**Why the states of Al₂Pt change character from window to window**

The table sorts the states of metallic Al₂Pt (plane-wave PBE, scalar-relativistic) into energy windows measured from the Fermi level. For each it gives the number of states $n$ in electrons per cell, the share of the cell that their density fills (the spread), and the Loewdin shares of four atomic orbitals. The 5d share is called $x$. Three rows are followed closely: the lowest window (from −10.21 eV), the d window (from −6.79 eV) and the upper window (from 0.00 eV).

Ansatz 0.2.0, scalar-relativistic PBE with plane waves and PAW, not spin-polarised; Al₂Pt (Fm-3m), unrelaxed cell, cutoff 420 eV, 10×10×10 k mesh, Gaussian smearing of 0.05 eV. Window edges are measured from the Fermi level and states counted in electrons per cell. The share of the cell filled is a participation ratio; orbital shares are those of Loewdin projections.

| bottom of the window, from the Fermi level (eV) | top of the window (eV) | states in the window (per cell) | share of the cell that they fill | share of Al 3p | share of Al 3s | share of Pt 6s | share of Pt 5d |
| --- | --- | --- | --- | --- | --- | --- | --- |
| -10.21 | -6.79 | 1.63 | 0.84 | 0.35 | 0.34 | 0.23 | 0.08 |
| -6.79 | -3.40 | 10.22 | 0.29 | 0.17 | 0.08 | 0.03 | 0.72 |
| -1.20 | 0.00 | 1.57 | 0.65 | 0.64 | 0.10 | 0.03 | 0.22 |
| -0.25 | 0.25 | 0.66 | 0.71 | 0.71 | 0.08 | 0.02 | 0.18 |
| 0.00 | 1.20 | 1.17 | 0.76 | 0.75 | 0.09 | 0.02 | 0.14 |

**(a) The counts are very uneven. How much of that does a gas of free sp electrons plus a narrow Pt 5d band explain?**

*Solution.* The windows differ in width, so counts are compared per eV. The lowest window holds 0.48 states per eV, the d window 3.01 and the upper window 0.97. The small count of the narrow window across the Fermi level is no dip: per eV it matches the window just below, with which it overlaps.

The d window is not a filled shell of ten 5d electrons, although its count is close to ten. Only $10.22 \times 0.72 = 7.36$ electrons are 5d, and the rest is mostly Al 3p and 3s. The natural step is to strip the 5d part from each window and compare the remainder, $n(1-x)$, with free electrons.

Free electrons fill a sphere of radius $k$ in wave-vector space, two to a state. With $\varepsilon$ the energy above the bottom of the band and $\Omega$ the cell volume,

$$N(\varepsilon)=\frac{\Omega k^3}{3\pi^2},\qquad \varepsilon=\frac{\hbar^2k^2}{2m},\qquad \frac{\hbar^2}{2m}=3.81\ \text{eV Å}^2 .$$

The bottom of the band is assumed to lie at the bottom of the lowest window, and no constant is adjusted. For that window:

$$\Omega=3\times17.20=51.6\ \text{Å}^3,\qquad \varepsilon=10.21-6.79=3.42\ \text{eV},$$
$$k=\sqrt{3.42/3.81}=0.947\ \text{Å}^{-1},\qquad N=\frac{51.6\times0.947^3}{29.6}=1.48 .$$

The calculation has $1.63\times0.92=1.50$, so the model is 1% low. In the d window it gives 2.68 against 2.86, and in all four windows that begin below the Fermi level it stays within 7% of the calculated non-d count. The shares thus mark the hump as 5d, and in these four windows the rest is close to a free gas, whose density of states rises as $\sqrt{\varepsilon}$. The cell is unrelaxed and $N$ is proportional to $\Omega$, so agreement at the level of one per cent carries no weight.

The upper window is the irregular row. The free gas puts 1.39 electrons there and the calculation $1.17\times0.86=1.01$, an excess of 38% of the calculated value. The assumed band bottom is not to blame: a least-squares fit of it to the relative errors of all five rows shifts it by about a tenth of an eV and leaves the excess almost unchanged. The calculated density of states falls above the Fermi level where the free one keeps rising.

A milder failure lies just above the d window. The cell has 16 electrons beyond the Pt 5s and 5p shells, and if none lie below the lowest window, $16-1.63-10.22-1.57=2.58$ sit between the d window and the window below the Fermi level. Taking off the free-gas count leaves a 5d share of only 0.16 there. That is less than the share farther from the d band, so the free gas probably overcounts next to it.

**(b) Why does the 5d share die away slowly above the d window but abruptly below it?**

*Solution.* Let one sp state mix with a 5d level at energy $\varepsilon_d$ through a coupling $V$. The d row of the two-level eigenvalue problem reads $\varepsilon_d c_d+Vc_{sp}=Ec_d$, with $E$ the energy of the mixed state and $c$ its coefficients. Hence $c_d/c_{sp}=V/(E-\varepsilon_d)$, and normalising gives

$$x(E)=\frac{V^2}{V^2+(E-\varepsilon_d)^2}.$$

The ratio changes sign at $\varepsilon_d$, so theory reads the states below the level as Al–Pt bonding and those above it, at the Fermi level, as antibonding. Shares carry no sign, so the table leaves this reading untested. As long as the coupling stays constant, the d share far from the level falls as the inverse square of the distance to it.

The level is fixed at the middle of the d window, a row left out because it contains the level itself. $V$ is fitted by least squares to the three windows near the Fermi level, with $x(E)$ averaged over each window under a $\sqrt{\varepsilon}$ weight. At the Fermi level, which belongs to the fit,

$$x=\frac{2.36^2}{2.36^2+5.09^2}=0.18 .$$

For the windows below and above, the fit returns 0.22 and 0.15, the latter slightly over the table's 0.14. This is a modest test, since the narrow window overlaps both of the others. $V$ also moves when $\varepsilon_d$ is moved, so its value has no meaning of its own.

The lowest window was not fitted, and here constant coupling fails: it predicts 0.40 against 0.08. Symmetry supplies the reason. The state at the bottom of the band is expected to have the full cubic symmetry of the Pt site. No d orbital has it, so the two cannot mix. In a plane wave the $l=2$ part enters through the spherical Bessel function $j_2(kr)$, which is close to $(kr)^2/15$ at small $kr$, so the coupling starts from zero and at first grows as $k^2$.

With $V\propto k^2$, fitted to the same three windows, the lowest window comes out at 0.05, near the table but low. The price is a slope across the Fermi level that is too flat, 0.20 to 0.16. Neither form serves all four rows. The growth of $j_2$ slows once $kr$ is no longer small, so a coupling between the two forms is expected. They do bracket the lowest row, and still do when the level is raised by 0.5 eV. Within the two-level model the numbers thus call for a weaker coupling at the bottom of the band, and the symmetry argument offers the reason. A single level is coarse for a band some eV wide, whose levels spin-orbit coupling, absent here, would split further.

**(c) Near the Fermi level the states are over 60% Al 3p. Why does that share grow, and does the density then sit on Al?**

*Solution.* Part of the growth is room left by 5d. From the window just below the Fermi level to the one above it, the 3p share gains 0.11 while the 5d share loses 0.08. In the d window, 5d crowds 3p down to 0.17. The ratio of 3p to 3s is free of this dilution, and it too is far higher near the Fermi level than at the bottom of the band.

The plane wave of part (b), expanded about Al, has weight $(2l+1)\int_0^R j_l^2(kr)\,r^2dr$ in angular momentum $l$ within a sphere of radius $R$. For small $k$, $j_0\approx1$ and $j_1\approx kr/3$, so the ratio of p to s weight is $(kR)^2/5$. A slow wave is nearly constant across the atom and is s-like, while a fast one changes sign across it and is p-like. The argument holds about Pt as well and gives the direction in which the 6s share moves, from 0.23 in the lowest window to 0.02 in the upper one. It does not give the full size of that fall, since the 6s share also drops relative to that of Al 3s, from 0.68 to 0.22 of it.

With the full integrals and the sphere of one atomic volume, $R=1.60$ Å, the ratio grows 7.4-fold from the lowest to the upper window, against 8.1-fold in the table. The overall rise is about right, though the rows between follow it less well. The level is too low: the table exceeds the model in every row, by a factor between 2.5 and 4.5. A guess is that the diffuse 3p orbital reaches towards Pt and collects density there. No Pt 6p share is listed, and the listed shares add up to nearly one without it, so p-like density about Pt may be counted as Al 3p.

The ratio seems to peak in the narrow window, 8.9 against 8.3 above it. Rounding in the table could make such a step, but the shares to three decimals from the same run keep it. The mesh, however, is coarse for so narrow a window, whose projected count falls 5.5% short of the total, so the step gets no cause.

The spread follows $x$ in reverse order through all five rows. Take it as the participation ratio $\langle\rho\rangle^2/\langle\rho^2\rangle$ of the window density $\rho$, averaged over the cell. If $\rho/\langle\rho\rangle=(1-x)+x\phi$, a flat part plus a compact part with $\langle\phi\rangle=1$, then squaring and averaging gives $1/\text{spread}=1+x^2(\langle\phi^2\rangle-1)$. Compact d density thus lowers the spread by adding a term in $x^2$ to its inverse.

A least-squares line $1/\text{spread}=a+bx^2$ through all five rows gives $a=1.25$, where a truly flat sp part would need 1, and $b=4.26$. It meets the d window closely, which proves little because that row all but sets the slope. It yields 0.78 for the lowest window against 0.84, a miss far beyond rounding. The picture gives the order but is too simple in detail: the sp part may not be equally flat in all windows, the d part may change shape, and the two can interfere.

The same calculation divides each density among atomic cells sized by Bader volumes, and in the narrow window the Pt cell holds 0.787 of it, despite an Al 3p share of 0.71. The lowest window serves as control: it is the most even and has little 5d, yet the Pt cell already holds 0.739. If the Pt cell had only a third of the volume, so much density inside it would hold the spread to 0.57 at most. The spread is 0.84, so the Pt cell is simply large. If all 5d density is assigned to it, the non-d part has a Pt-cell weight within 0.03 of the control in the three windows near the Fermi level; the d window falls lower. An Al 3p share names the orbitals that describe extended states and does not place them on Al.

What stays open is the shortage of states in the upper window. At its top the valence count is $16+1.17=17.17$, close to the 18 that five d bands and four sp bands would hold. One guess is that gaps at the zone boundary thin the states as that filling nears. A first test is whether the density of states goes on falling to a minimum at 18 electrons, though a minimum alone would not prove the cause.
